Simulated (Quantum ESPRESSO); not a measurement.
# GaN (F-43m) in Quantum ESPRESSO: a series of runs

The runs below take GaN through band structure, with PBE, RPBE, AM05, r2SCAN.

All numbers are computed with Quantum ESPRESSO 7.5; they aren't measurements. Logs are shortened: lines on timing, memory, paths and dates and some standing lists are left out, and cuts for length are marked.

**The experiment to reproduce.**

A printed reference work, textbook reports, for a bulk crystal of GaN at 0 K: band gap 3.299 eV (direct).

How close the calculation comes is told below.

**1. The crystal as given**

It takes space group F-43m (No. 216, cubic). The conventional cell has a = 4.507 Å, b = 4.507 Å, c = 4.507 Å, α = 90.00°, β = 90.00°, γ = 90.00°. Around Ga (site symmetry -43m) lie 4 N at 1.95 Å. N (site symmetry -43m) is surrounded by 4 Ga at 1.95 Å.

The cell is a database's computed one.

**2. Band structure, PBE**

File pw.in:

```
&CONTROL
  calculation = 'scf'
  prefix = 'pwscf'
  outdir = './tmp'
  pseudo_dir = './pseudo'
  tprnfor = .true.
  tstress = .true.
  disk_io = 'low'
/
&SYSTEM
  ibrav = 0
  nat = 2
  ntyp = 2
  ecutwfc = 88
  nbnd = 15
  occupations = 'smearing'
  smearing = 'fd'
  degauss = 0.00367493
/
&ELECTRONS
  conv_thr = 4d-10
  electron_maxstep = 120
  mixing_beta = 0.5
/
ATOMIC_SPECIES
Ga    69.7230 Ga_ONCV_PBE-1.2.upf
N     14.0070 N_ONCV_PBE-1.2.upf
CELL_PARAMETERS bohr
   0.0000000000    4.2584989699    4.2584989699
   4.2584989699    0.0000000000    4.2584989699
   4.2584989699    4.2584989699    0.0000000000
ATOMIC_POSITIONS bohr
Ga     0.0000000000    0.0000000000    0.0000000000
N      2.1292494849    2.1292494849    2.1292494849
K_POINTS automatic
10 10 10 0 0 0
```

File bands.in:

```
&CONTROL
  calculation = 'bands'
  prefix = 'pwscf'
  outdir = './tmp'
  pseudo_dir = './pseudo'
  disk_io = 'low'
  verbosity = 'high'
/
&SYSTEM
  ibrav = 0
  nat = 2
  ntyp = 2
  ecutwfc = 88
  nbnd = 15
  occupations = 'smearing'
  smearing = 'fd'
  degauss = 0.00367493
/
&ELECTRONS
  conv_thr = 1d-08
  electron_maxstep = 120
  mixing_beta = 0.5
  diago_full_acc = .true.
  startingwfc = 'random'
/
ATOMIC_SPECIES
Ga    69.7230 Ga_ONCV_PBE-1.2.upf
N     14.0070 N_ONCV_PBE-1.2.upf
CELL_PARAMETERS bohr
   0.0000000000    4.2584989699    4.2584989699
   4.2584989699    0.0000000000    4.2584989699
   4.2584989699    4.2584989699    0.0000000000
ATOMIC_POSITIONS bohr
Ga     0.0000000000    0.0000000000    0.0000000000
N      2.1292494849    2.1292494849    2.1292494849
K_POINTS crystal
60
 0.0000000000  0.0000000000  0.0000000000 1
 0.0625000000  0.0000000000  0.0625000000 1
 0.1250000000  0.0000000000  0.1250000000 1
 0.1875000000  0.0000000000  0.1875000000 1
 0.2500000000  0.0000000000  0.2500000000 1
 0.3125000000  0.0000000000  0.3125000000 1
 0.3750000000  0.0000000000  0.3750000000 1
 0.4375000000  0.0000000000  0.4375000000 1
 0.5000000000  0.0000000000  0.5000000000 1
 0.5000000000  0.0625000000  0.5625000000 1
 0.5000000000  0.1250000000  0.6250000000 1
 0.5000000000  0.1875000000  0.6875000000 1
 0.5000000000  0.2500000000  0.7500000000 1
 0.4375000000  0.3125000000  0.7500000000 1
 0.3750000000  0.3750000000  0.7500000000 1
 0.3375000000  0.3375000000  0.6750000000 1
 0.3000000000  0.3000000000  0.6000000000 1
 0.2625000000  0.2625000000  0.5250000000 1
 0.2250000000  0.2250000000  0.4500000000 1
 0.1875000000  0.1875000000  0.3750000000 1
 0.1500000000  0.1500000000  0.3000000000 1
 0.1125000000  0.1125000000  0.2250000000 1
 0.0750000000  0.0750000000  0.1500000000 1
 0.0375000000  0.0375000000  0.0750000000 1
 0.0000000000  0.0000000000  0.0000000000 1
 0.0625000000  0.0625000000  0.0625000000 1
 0.1250000000  0.1250000000  0.1250000000 1
 0.1875000000  0.1875000000  0.1875000000 1
 0.2500000000  0.2500000000  0.2500000000 1
 0.3125000000  0.3125000000  0.3125000000 1
 0.3750000000  0.3750000000  0.3750000000 1
 0.4375000000  0.4375000000  0.4375000000 1
 0.5000000000  0.5000000000  0.5000000000 1
 0.5250000000  0.4500000000  0.5250000000 1
 0.5500000000  0.4000000000  0.5500000000 1
 0.5750000000  0.3500000000  0.5750000000 1
 0.6000000000  0.3000000000  0.6000000000 1
 0.6250000000  0.2500000000  0.6250000000 1
 0.5833333333  0.2500000000  0.6666666667 1
 0.5416666667  0.2500000000  0.7083333333 1
 0.5000000000  0.2500000000  0.7500000000 1
 0.5000000000  0.2857142857  0.7142857143 1
 0.5000000000  0.3214285714  0.6785714286 1
 0.5000000000  0.3571428571  0.6428571429 1
 0.5000000000  0.3928571429  0.6071428571 1
 0.5000000000  0.4285714286  0.5714285714 1
 0.5000000000  0.4642857143  0.5357142857 1
 0.5000000000  0.5000000000  0.5000000000 1
 0.4821428571  0.4821428571  0.5357142857 1
 0.4642857143  0.4642857143  0.5714285714 1
 0.4464285714  0.4464285714  0.6071428571 1
 0.4285714286  0.4285714286  0.6428571429 1
 0.4107142857  0.4107142857  0.6785714286 1
 0.3928571429  0.3928571429  0.7142857143 1
 0.3750000000  0.3750000000  0.7500000000 1
 0.6250000000  0.2500000000  0.6250000000 1
 0.5937500000  0.1875000000  0.5937500000 1
 0.5625000000  0.1250000000  0.5625000000 1
 0.5312500000  0.0625000000  0.5312500000 1
 0.5000000000  0.0000000000  0.5000000000 1
```

Potentials or basis: SG15 PBE 1.2.

On the command line:

```sh
$ OMP_NUM_THREADS=1 pw.x -in pw.in > pw.out
$ OMP_NUM_THREADS=1 pw.x -in bands.in > bands.out
```

pw.out:

```text
This program is part of the open-source Quantum ESPRESSO suite
     for quantum simulation of materials; please cite
         "P. Giannozzi et al., J. Phys.:Condens. Matter 21 395502 (2009);
         "P. Giannozzi et al., J. Phys.:Condens. Matter 29 465901 (2017);
         "P. Giannozzi et al., J. Chem. Phys. 152 154105 (2020);
     in publications or presentations arising from this work. More details at

     Message from routine setup:
     using ibrav=0 with symmetry is DISCOURAGED, use correct ibrav instead

     G-vector sticks info
     --------------------
     sticks:   dense  smooth     PW     G-vecs:    dense   smooth      PW
     Sum         871     871    265                17153    17153    2891

     Using Slab Decomposition

     bravais-lattice index     =            0
     lattice parameter (alat)  =       6.0224  a.u.
     unit-cell volume          =     154.4542 (a.u.)^3
     number of atoms/cell      =            2
     number of atomic types    =            2
     number of electrons       =        18.00
     number of Kohn-Sham states=           15
     kinetic-energy cutoff     =      88.0000  Ry
     charge density cutoff     =     352.0000  Ry
     scf convergence threshold =      4.0E-10
     mixing beta               =       0.5000
     number of iterations used =            8  plain     mixing
     Exchange-correlation= PBE
                           (   1   4   3   4   0   0   0)

     celldm(1)=   6.022427  celldm(2)=   0.000000  celldm(3)=   0.000000
     celldm(4)=   0.000000  celldm(5)=   0.000000  celldm(6)=   0.000000

     crystal axes: (cart. coord. in units of alat)
               a(1) = (   0.000000   0.707107   0.707107 )
               a(2) = (   0.707107   0.000000   0.707107 )
               a(3) = (   0.707107   0.707107   0.000000 )

     reciprocal axes: (cart. coord. in units 2 pi/alat)
               b(1) = ( -0.707107  0.707107  0.707107 )
               b(2) = (  0.707107 -0.707107  0.707107 )
               b(3) = (  0.707107  0.707107 -0.707107 )

     PseudoPot. # 1 for Ga read from file:
     Ga_ONCV_PBE-1.2.upf
     Pseudo is Norm-conserving, Zval = 13.0
     Generated using ONCVPSP code by D. R. Hamann
     Using radial grid of  602 points,  6 beta functions with:
                l(1) =   0
                l(2) =   0
                l(3) =   1
                l(4) =   1
                l(5) =   2
                l(6) =   2

     PseudoPot. # 2 for N  read from file:
     N_ONCV_PBE-1.2.upf
     Pseudo is Norm-conserving, Zval =  5.0
     Generated using ONCVPSP code by D. R. Hamann
     Using radial grid of  602 points,  4 beta functions with:
                l(1) =   0
                l(2) =   0
                l(3) =   1
                l(4) =   1

     atomic species   valence    mass     pseudopotential
     Ga               13.00    69.72300     Ga( 1.00)
     N                 5.00    14.00700     N ( 1.00)

     24 Sym. Ops. (no inversion) found

   Cartesian axes

     site n.     atom                  positions (alat units)
         1        Ga     tau(   1) = (   0.0000000   0.0000000   0.0000000  )
         2        N      tau(   2) = (   0.3535534   0.3535534   0.3535534  )

     number of k points=    47  Fermi-Dirac smearing, width (Ry)=  0.0037
                       cart. coord. in units 2pi/alat
        k(    1) = (   0.0000000   0.0000000   0.0000000), wk =   0.0020000
        k(    2) = (   0.0707107   0.0707107  -0.0707107), wk =   0.0160000
        k(    3) = (   0.1414214   0.1414214  -0.1414214), wk =   0.0160000
        k(    4) = (   0.2121320   0.2121320  -0.2121320), wk =   0.0160000
        k(    5) = (   0.2828427   0.2828427  -0.2828427), wk =   0.0160000
        k(    6) = (  -0.3535534  -0.3535534   0.3535534), wk =   0.0080000
[... 39 lines left out ...]
        k(   46) = (  -0.0707107  -0.3535534   0.6363961), wk =   0.0480000
        k(   47) = (  -0.7071068   0.2828427   0.0000000), wk =   0.0240000

     Dense  grid:    17153 G-vectors     FFT dimensions: (  36,  36,  36)

[... 49 lines left out ...]
    10.5681  13.3011  20.5304  21.1939  21.1939  28.1994  28.2602

          k = 0.1414 0.1414-0.1414 (  2127 PWs)   bands (ev):

    -4.8404  -2.8386  -2.8386  -2.6692  -2.5715  -2.5715   7.7791  10.3079
    10.3079  14.3789  19.7445  21.4524  21.4524  27.1466  27.4377

          k = 0.2121 0.2121-0.2121 (  2145 PWs)   bands (ev):

    -4.5663  -2.8112  -2.8112  -2.5581  -2.5581  -2.2541   5.9118  10.0138
    10.0138  15.0607  19.3660  21.4209  21.4209  26.4466  27.9227
[... 118 lines left out ...]
    -4.2511  -2.7799  -2.6176  -2.6176  -2.5036  -1.2671   5.1783   8.2048
     8.2048  14.4238  17.4975  22.0793  24.2195  24.2195  32.7786

          k =-0.0707-0.6364 0.6364 (  2161 PWs)   bands (ev):

    -4.2224  -2.7846  -2.6106  -2.6026  -2.5040  -0.8894   4.7689   7.6270
     8.1308  14.5487  17.6884  22.1715  24.3092  24.3656  32.8157

          k = 0.0000-0.5657 0.5657 (  2147 PWs)   bands (ev):

    -4.2167  -2.7717  -2.6288  -2.6162  -2.5219  -0.6788   4.7744   6.7287
     8.3344  15.2675  18.3193  22.0251  23.8716  24.1086  32.2751

          k =-0.7071 0.0000 0.0000 (  2164 PWs)   bands (ev):

    -4.2146  -2.7989  -2.5858  -2.5858  -2.4964  -0.8224   4.5657   7.9878
     7.9878  14.0565  17.3654  22.3945  24.6393  24.6393  32.4304

          k = 0.2828 0.1414 0.0000 (  2140 PWs)   bands (ev):

    -4.6513  -2.8079  -2.7925  -2.6533  -2.5562  -2.4394   7.3197   9.2108
     9.9997  15.3075  18.9745  21.0996  22.0522  24.6314  29.0434

          k = 0.3536 0.2121-0.0707 (  2151 PWs)   bands (ev):

    -4.4481  -2.7881  -2.7641  -2.6260  -2.5440  -2.0003   5.9700   8.5812
     9.6883  16.1225  18.7007  20.4652  22.2027  25.3736  29.2745

          k =-0.2828-0.4243 0.5657 (  2153 PWs)   bands (ev):

    -4.3343  -2.7863  -2.7469  -2.5950  -2.5342  -1.3891   4.6597   8.2883
     9.3524  16.6310  18.3183  20.6214  22.0897  26.4498  29.4496

          k =-0.2121-0.3536 0.4950 (  2168 PWs)   bands (ev):

    -4.3020  -2.7881  -2.7425  -2.5752  -2.5340  -1.0551   4.0720   8.2134
     9.2065  16.8147  18.0763  20.8909  22.0183  26.9842  29.4532
[... 28 lines left out ...]
    -4.2473  -2.7630  -2.6658  -2.6121  -2.5123  -1.1275   5.1286   7.7802
     8.0866  15.2103  17.9842  21.5396  23.6115  24.6125  32.8646

          k =-0.0707-0.4950 0.6364 (  2162 PWs)   bands (ev):

    -4.2216  -2.7599  -2.6740  -2.5959  -2.5268  -0.7305   4.8591   6.9584
     7.9961  15.7970  18.4744  21.5414  22.9649  25.0453  31.5645

          k = 0.0000-0.4243 0.5657 (  2158 PWs)   bands (ev):

    -4.2261  -2.7629  -2.6798  -2.5952  -2.5507  -0.6667   4.8910   6.4325
     8.3224  16.5544  18.6524  21.1160  22.7516  25.3865  29.9079

          k =-0.7071 0.1414 0.0000 (  2154 PWs)   bands (ev):

    -4.2131  -2.7796  -2.6329  -2.5837  -2.5106  -0.7247   4.6886   7.6291
     7.6574  14.8826  17.9158  22.2363  23.4862  24.9406  33.0134

          k =-0.1414-0.4243 0.7071 (  2182 PWs)   bands (ev):

    -4.2377  -2.7463  -2.7131  -2.5932  -2.5439  -0.8463   4.9890   6.9658
     8.0729  16.8088  18.6158  20.4125  22.8499  25.6071  30.1058

          k =-0.0707-0.3536 0.6364 (  2168 PWs)   bands (ev):

    -4.2211  -2.7501  -2.7037  -2.5771  -2.5557  -0.6327   4.9025   6.7179
     7.7758  17.0137  18.7558  20.6917  22.4084  25.8376  29.7392

          k =-0.7071 0.2828 0.0000 (  2172 PWs)   bands (ev):

    -4.2107  -2.7442  -2.7019  -2.5734  -2.5448  -0.5700   4.9455   7.0959
     7.1338  16.5219  18.8921  21.4373  21.8895  25.7283  30.5124

     the Fermi energy is    11.6003 ev

!    total energy              =    -151.26583338 Ry
     estimated scf accuracy    <          3.6E-11 Ry
     smearing contrib. (-TS)   =      -0.00000000 Ry
     internal energy E=F+TS    =    -151.26583338 Ry

     The total energy is F=E-TS. E is the sum of the following terms:
     one-electron contribution =     -53.74817184 Ry
     hartree contribution      =      42.43774580 Ry
     xc contribution           =     -23.28109023 Ry
     ewald contribution        =    -116.67431711 Ry

     convergence has been achieved in  10 iterations

     Forces acting on atoms (cartesian axes, Ry/au):

     atom    1 type  1   force =     0.00000000    0.00000000    0.00000000
     atom    2 type  2   force =     0.00000000    0.00000000    0.00000000

     Total force =     0.000000     Total SCF correction =     0.000000

     Computing stress (Cartesian axis) and pressure

          total   stress  (Ry/bohr**3)                   (kbar)     P=       54.03
   0.00036727   0.00000000  -0.00000000           54.03        0.00       -0.00
   0.00000000   0.00036727   0.00000000            0.00       54.03        0.00
  -0.00000000   0.00000000   0.00036727           -0.00        0.00       54.03

=------------------------------------------------------------------------------=
   JOB DONE.
=------------------------------------------------------------------------------=
```

Wall time 51 s (1 thread of Arm Neoverse V1, shared host); peak memory 0.09 GiB.

What came out:

```yaml
Free_energy: -2058.0765 eV
Pressure: 5.4 GPa
Band_gap_on_the_k_mesh: 1.78 eV, direct
Band_gap_along_the_path: 1.78 eV, direct
```

Levels at the corners of the path, in eV from the valence-band top:
```
point  band 5  band 6  band 7  band 8  band 9  band 10  band 11  band 12  band 13  band 14
    Γ  -13.25  -13.25    0.00    0.00    0.00     1.78    10.36    10.36    10.36    17.63
    X  -13.17  -11.50   -6.11   -2.69   -2.69     3.38     6.69    11.72    13.97    13.97
    W  -13.23  -11.22   -5.67   -3.68   -3.62     6.24     8.41    10.31    11.14    15.28
    K  -13.21  -11.34   -5.84   -4.24   -2.16     5.03     7.88    11.08    12.86    13.63
    Γ  -13.25  -13.25    0.00    0.00    0.00     1.78    10.36    10.36    10.36    17.63
    L  -13.20  -11.94   -7.01   -0.96   -0.96     4.68     8.74    10.40    10.40    15.67
    U  -13.21  -11.34   -5.84   -4.24   -2.16     5.03     7.88    11.08    12.86    13.63
    W  -13.23  -11.22   -5.67   -3.68   -3.62     6.24     8.41    10.31    11.14    15.28
    L  -13.20  -11.94   -7.01   -0.96   -0.96     4.68     8.74    10.40    10.40    15.67
    K  -13.21  -11.34   -5.84   -4.24   -2.16     5.03     7.88    11.08    12.86    13.63
    U  -13.21  -11.34   -5.84   -4.24   -2.16     5.03     7.88    11.08    12.86    13.63
    X  -13.17  -11.50   -6.11   -2.69   -2.69     3.38     6.69    11.72    13.97    13.97
```

**3. Band structure, RPBE**

Edit pw.in of step 2 so:

```diff
@@ -15,2 +15,3 @@
   nbnd = 15
+  input_dft = 'rpbe'
   occupations = 'smearing'
```

File pp_density.in:

```
&INPUTPP
  prefix = 'pwscf'
  outdir = './tmp'
  filplot = 'density.dat'
  plot_num = 0
/
&PLOT
  nfile = 1
  filepp(1) = 'density.dat'
  iflag = 3
  output_format = 6
  fileout = 'density.cube'
/
```

File pp_potential.in:

```
&INPUTPP
  prefix = 'pwscf'
  outdir = './tmp'
  filplot = 'potential.dat'
  plot_num = 11
/
&PLOT
  nfile = 1
  filepp(1) = 'potential.dat'
  iflag = 3
  output_format = 6
  fileout = 'potential.cube'
/
```

File pp_elf.in:

```
&INPUTPP
  prefix = 'pwscf'
  outdir = './tmp'
  filplot = 'elf.dat'
  plot_num = 8
/
&PLOT
  nfile = 1
  filepp(1) = 'elf.dat'
  iflag = 3
  output_format = 6
  fileout = 'elf.cube'
/
```

Edit bands.in of step 2 so:

```diff
@@ -14,2 +14,3 @@
   nbnd = 15
+  input_dft = 'rpbe'
   occupations = 'smearing'
```

Potentials or basis: SG15 PBE 1.2.

On the command line:

```sh
$ OMP_NUM_THREADS=1 pw.x -in pw.in > pw.out
$ OMP_NUM_THREADS=1 pp.x -in pp_density.in > pp_density.out
$ OMP_NUM_THREADS=1 pp.x -in pp_potential.in > pp_potential.out
$ OMP_NUM_THREADS=1 pp.x -in pp_elf.in > pp_elf.out
$ OMP_NUM_THREADS=1 pw.x -in bands.in > bands.out
```

Wall time 51 s (1 thread of Arm Neoverse V1, shared host); peak memory 0.09 GiB.

It converged, with:

```yaml
Free_energy: -2059.6942 eV
Pressure: 9.4 GPa
Band_gap_on_the_k_mesh: 1.90 eV, direct
Band_gap_along_the_path: 1.90 eV, direct
```

Levels at the corners of the path, in eV from the valence-band top:
```csv
point,band 7,band 8,band 9,band 10,band 11,band 12
Γ,0.00,0.00,0.00,1.90,10.51,10.51
X,-6.03,-2.65,-2.65,3.47,6.84,11.83
W,-5.58,-3.64,-3.56,6.29,8.52,10.44
K,-5.76,-4.18,-2.13,5.11,8.00,11.19
Γ,0.00,0.00,0.00,1.90,10.51,10.51
L,-6.93,-0.94,-0.94,4.83,8.81,10.51
U,-5.76,-4.18,-2.13,5.11,8.00,11.19
W,-5.58,-3.64,-3.56,6.29,8.52,10.44
L,-6.93,-0.94,-0.94,4.83,8.81,10.51
K,-5.76,-4.18,-2.13,5.11,8.00,11.19
U,-5.76,-4.18,-2.13,5.11,8.00,11.19
X,-6.03,-2.65,-2.65,3.47,6.84,11.83
```

Caveat: the potentials were made for another functional, which shifts forces and pressure.

**4. Band structure, AM05**

Edit pw.in of step 3 so:

```diff
@@ -15,3 +15,3 @@
   nbnd = 15
-  input_dft = 'rpbe'
+  input_dft = 'XC-000I-000I-120L-135L-000I-000I'
   occupations = 'smearing'
```

Edit bands.in of step 3 so:

```diff
@@ -14,3 +14,3 @@
   nbnd = 15
-  input_dft = 'rpbe'
+  input_dft = 'XC-000I-000I-120L-135L-000I-000I'
   occupations = 'smearing'
```

On the command line:

```sh
$ OMP_NUM_THREADS=1 pw.x -in pw.in > pw.out
$ OMP_NUM_THREADS=1 pw.x -in bands.in > bands.out
```

It took 52 s on 1 thread of Arm Neoverse V1, shared host; peak memory 0.09 GiB.

It converged, with:

```
Free energy             : -2051.3062 eV
Pressure                : 0.2 GPa
Band gap on the k mesh  : 1.69 eV, direct
Band gap along the path : 1.69 eV, direct
```

Levels at the corners of the path, in eV from the valence-band top:
```csv
point,band 5,band 6,band 7,band 8,band 9,band 10,band 11,band 12,band 13,band 14
Γ,-12.96,-12.96,0.00,0.00,0.00,1.69,10.20,10.20,10.20,17.45
X,-12.88,-11.37,-6.20,-2.75,-2.75,3.26,6.57,11.65,13.89,13.89
W,-12.95,-11.07,-5.78,-3.75,-3.71,6.16,8.36,10.19,11.02,15.16
K,-12.92,-11.19,-5.95,-4.32,-2.21,4.91,7.82,11.01,12.77,13.50
Γ,-12.96,-12.96,0.00,0.00,0.00,1.69,10.20,10.20,10.20,17.45
L,-12.91,-11.77,-7.13,-0.99,-0.99,4.57,8.68,10.27,10.27,15.52
U,-12.92,-11.19,-5.95,-4.32,-2.21,4.91,7.82,11.01,12.77,13.50
W,-12.95,-11.07,-5.78,-3.75,-3.71,6.16,8.36,10.19,11.02,15.16
L,-12.91,-11.77,-7.13,-0.99,-0.99,4.57,8.68,10.27,10.27,15.52
K,-12.92,-11.19,-5.95,-4.32,-2.21,4.91,7.82,11.01,12.77,13.50
U,-12.92,-11.19,-5.95,-4.32,-2.21,4.91,7.82,11.01,12.77,13.50
X,-12.88,-11.37,-6.20,-2.75,-2.75,3.26,6.57,11.65,13.89,13.89
```

Caveat: the potentials were made for another functional, which shifts forces and pressure.

(Continued in part 2 of 2.)
